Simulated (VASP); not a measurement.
# BaS (Fm-3m) in VASP: a series of runs, part 2 of 2

VASP 6.6.1. The steps go on from the part before.

### Step 4. Single point, r2SCAN (volume changed by -3%)

POSCAR

```
BaS
1.0
    0.0000000000      3.1794641738      3.1794641738
    3.1794641738      0.0000000000      3.1794641738
    3.1794641738      3.1794641738      0.0000000000
Ba S
1 1
Direct
    0.0000000000      0.0000000000      0.0000000000
    0.5000000000      0.5000000000      0.5000000000
```

INCAR.step1

```
SYSTEM = BaS
  ALGO = Normal
  EDIFF = 1E-4
  ENCUT = 520
  GGA = PE
  ISMEAR = 0
  LASPH = .TRUE.
  LCHARG = .FALSE.
  LREAL = .FALSE.
  LWAVE = .TRUE.
  NBANDS = 15
  NELM = 80
  PREC = Accurate
  SIGMA = 0.01
```

INCAR.step2

```
SYSTEM = BaS
  ALGO = Normal
  EDIFF = 1E-6
  ENCUT = 520
  ISIF = 2
  ISMEAR = 0
  ISTART = 1
  LASPH = .TRUE.
  LCHARG = .TRUE.
  LELF = .TRUE.
  LMIXTAU = .TRUE.
  LREAL = .FALSE.
  LVHAR = .TRUE.
  LWAVE = .FALSE.
  METAGGA = R2SCAN
  NBANDS = 15
  NELM = 80
  PREC = Accurate
  SIGMA = 0.01
```

KPOINTS

```
k-points
0
G
  6 6 6
  0 0 0
```

Potentials or basis: VASP PAW PBE potentials, release 64 (Ba_sv, S).

The run is started by

```bash
$ cat potpaw_PBE.64/Ba_sv/POTCAR potpaw_PBE.64/S/POTCAR > POTCAR
$ cp INCAR.step1 INCAR
$ mpirun -np 1 vasp_std > vasp.out
$ cp INCAR.step2 INCAR
$ mpirun -np 1 vasp_std > vasp.out
```

OUTCAR:

```text
SYSTEM = BaS
   EDIFF = 1E-6
   ENCUT = 520
   ISIF = 2
   ISMEAR = 0
   ISTART = 1
   LASPH = .TRUE.
   LREAL = .FALSE.
   METAGGA = R2SCAN
   NELM = 80
   PREC = Accurate

 ion  position               nearest neighbor table
   1  0.000  0.000  0.000-   2 3.18   2 3.18   2 3.18   2 3.18   2 3.18   2 3.18
   2  0.500  0.500  0.500-   1 3.18   1 3.18   1 3.18   1 3.18   1 3.18   1 3.18

  LATTYP: Found a face centered cubic cell.
 ALAT       =     6.3589283476

  Lattice vectors:

[... 466 lines left out ...]

  FORCE on cell =-STRESS in cart. coord.  units (eV):
  Direction    XX          YY          ZZ          XY          YZ          ZX
  --------------------------------------------------------------------------------------
  -------------------------------------------------------------------------------------
  Total        0.8466205      0.8466205      0.8466205      0.0000000      0.0000000     -0.0000000
  in kB       21.1012186     21.1012186     21.1012186      0.0000000      0.0000000     -0.0000000
  external PRESSURE =      21.1012186 kB  Pullay stress =       0.0000000 kB

 VOLUME and BASIS-vectors are now :
 -----------------------------------------------------------------------------
  energy-cutoff  :      520.00
  volume of cell :       64.28
      direct lattice vectors                 reciprocal lattice vectors
     0.000000000  3.179464174  3.179464174    -0.157259202  0.157259202  0.157259202
     3.179464174  0.000000000  3.179464174     0.157259202 -0.157259202  0.157259202
     3.179464174  3.179464174  0.000000000     0.157259202  0.157259202 -0.157259202

 POSITION                                       TOTAL-FORCE (eV/Angst)
 -----------------------------------------------------------------------------------
      0.00000      0.00000      0.00000        -0.000000      0.000000     -0.000000
      3.17946      3.17946      3.17946         0.000000     -0.000000      0.000000
 -----------------------------------------------------------------------------------
    total drift:                                0.000000      0.000000      0.000000

  FREE ENERGIE OF THE ION-ELECTRON SYSTEM (eV)
  ---------------------------------------------------
  free  energy   TOTEN  =       -39.1886544524 eV

  energy  without entropy=      -39.1886544524  energy(sigma->0) =      -39.18865445
```

OSZICAR.step1:

```text
N       E                     dE             d eps       ncg     rms          rms(c)
DAV:   1     0.823090928531E+02    0.82309E+02   -0.68197E+03   480   0.932E+02
DAV:   2    -0.597386338523E+01   -0.88283E+02   -0.80203E+02   657   0.169E+02
DAV:   3    -0.105493526336E+02   -0.45755E+01   -0.45447E+01   635   0.407E+01
DAV:   4    -0.106495174018E+02   -0.10016E+00   -0.10015E+00   640   0.606E+00
DAV:   5    -0.106519055549E+02   -0.23882E-02   -0.23881E-02   620   0.751E-01    0.490E+00
DAV:   6    -0.101584438180E+02    0.49346E+00   -0.67138E-01   550   0.493E+00    0.337E+00
DAV:   7    -0.101600439737E+02   -0.16002E-02   -0.18660E-01   593   0.243E+00    0.213E+00
DAV:   8    -0.101736204803E+02   -0.13577E-01   -0.24389E-02   543   0.113E+00    0.203E-01
DAV:   9    -0.101739915520E+02   -0.37107E-03   -0.32509E-03   627   0.414E-01    0.139E-01
DAV:  10    -0.101748199258E+02   -0.82837E-03   -0.95634E-04   501   0.211E-01    0.380E-02
DAV:  11    -0.101748990350E+02   -0.79109E-04   -0.10749E-04   574   0.634E-02
   1 F= -.10174899E+02 E0= -.10174899E+02  d E =-.383696E-19
```

Run time: 64 s. Hardware: 1 thread of Intel Xeon Platinum 8488C (Sapphire Rapids), shared host; peak memory 0.21 GiB.

Results:

```
Free energy            : -39.1887 eV
Pressure               : 2.1 GPa
Band gap on the k mesh : 2.44 eV, indirect (least direct gap 2.57 eV)
```

Caveat: the cell differs from its parent crystal (volume changed by -3%); the PAW data sets were made with another functional, which shifts forces and pressure a little; spin-orbit coupling is left out, which moves the levels of the heavy elements. A k mesh can miss the band edges.

### Step 5. Single point, r2SCAN

This run uses another cell than the first one, of 33.14 Å³/atom, 0.941 times its volume.

POSCAR

```
BaS
1.0
    0.0000000000      3.2119099267      3.2119099267
    3.2119099267      0.0000000000      3.2119099267
    3.2119099267      3.2119099267      0.0000000000
Ba S
1 1
Direct
    0.0000000000      0.0000000000      0.0000000000
    0.5000000000      0.5000000000      0.5000000000
```

INCAR.step1

```
SYSTEM = BaS
PREC = Accurate
ENCUT = 520
ISMEAR = 0
SIGMA = 0.01
LREAL = .FALSE.
LASPH = .TRUE.
NELM = 100
NBANDS = 15
GGA = PE
ALGO = Normal
EDIFF = 1E-4
LWAVE = .TRUE.
LCHARG = .FALSE.
```

INCAR.step2

```
SYSTEM = BaS
PREC = Accurate
ENCUT = 520
EDIFF = 1E-7
ISMEAR = 0
SIGMA = 0.01
LREAL = .FALSE.
LASPH = .TRUE.
NELM = 100
ALGO = Normal
ISIF = 2
LWAVE = .FALSE.
LCHARG = .FALSE.
METAGGA = R2SCAN
LMIXTAU = .TRUE.
NBANDS = 15
ISTART = 1
```

KPOINTS

```
regular mesh
0
G
  6 6 6
  0 0 0
```

The run is started by

```bash
$ cat potpaw_PBE.64/Ba_sv/POTCAR potpaw_PBE.64/S/POTCAR > POTCAR
$ cp INCAR.step1 INCAR
$ mpirun -np 1 vasp_std > vasp.out
$ cp INCAR.step2 INCAR
$ mpirun -np 1 vasp_std > vasp.out
```

Wall time 75 s (1 thread of Intel Xeon Platinum 8488C (Sapphire Rapids), shared host); peak memory 0.22 GiB.

Results (log left out):

| Item | Value |
| --- | --- |
| Free energy | -39.2053 eV |
| Pressure | 0.6 GPa |
| Band gap on the k mesh | 2.49 eV, indirect (least direct gap 2.63 eV) |

Levels at points of the mesh, in eV from the valence-band top:
```
           k point  band 5  band 6  band 7  band 8  band 9  band 10  band 11  band 12
(0.00, 0.00, 0.00)  -10.77    0.00    0.00    0.00    4.13     4.30     4.30     4.30
(0.50, 0.00, 0.00)   -9.51   -1.88   -1.05   -1.05    5.98     6.08     6.79     6.79
(0.50, 0.50, 0.00)  -10.68   -0.54   -0.14   -0.14    2.49     6.48     6.62     7.95
```

Caveat: the PAW data sets were made with another functional, which shifts forces and pressure a little; spin-orbit coupling is left out, which moves the levels of the heavy elements.

### Step 6. The runs side by side

```tsv
level	cell	gap on the mesh (eV)	pressure (GPa)
PBE	a = 4.635 Å, angles 60.0°, 2 atoms	2.22	-1.7
r2SCAN	a = 4.450 Å, angles 60.0°, 2 atoms	2.38	3.9
r2SCAN	a = 4.496 Å, angles 60.0°, 2 atoms	2.44	2.1
r2SCAN	a = 4.542 Å, angles 60.0°, 2 atoms	2.49	0.6
```

Alike in all rows: task single point; potentials or basis VASP PAW PBE potentials, release 64 (Ba_sv, S); no spin polarisation; k mesh 6 × 6 × 6; cutoff (eV) 520; smearing gaussian 0.01 eV.

Caveats: spin-orbit coupling is left out, which moves the levels of the heavy elements; the PAW data sets were made with another functional, which shifts forces and pressure a little (some runs).

Total energies depend on the potentials used, so only differences within one code and one set of settings carry meaning.

### Step 7. How close it comes

Step 5. Measured gap of BaS: 3.806 eV (indirect; 2 K; a printed reference work, monograph, original work of 1988). This calculation gives 2.49 eV (-1.31 eV). Spin-orbit coupling on Ba is left out. The value is that of r2SCAN on a finite k mesh, which can miss the band edges, without temperature or zero-point motion.
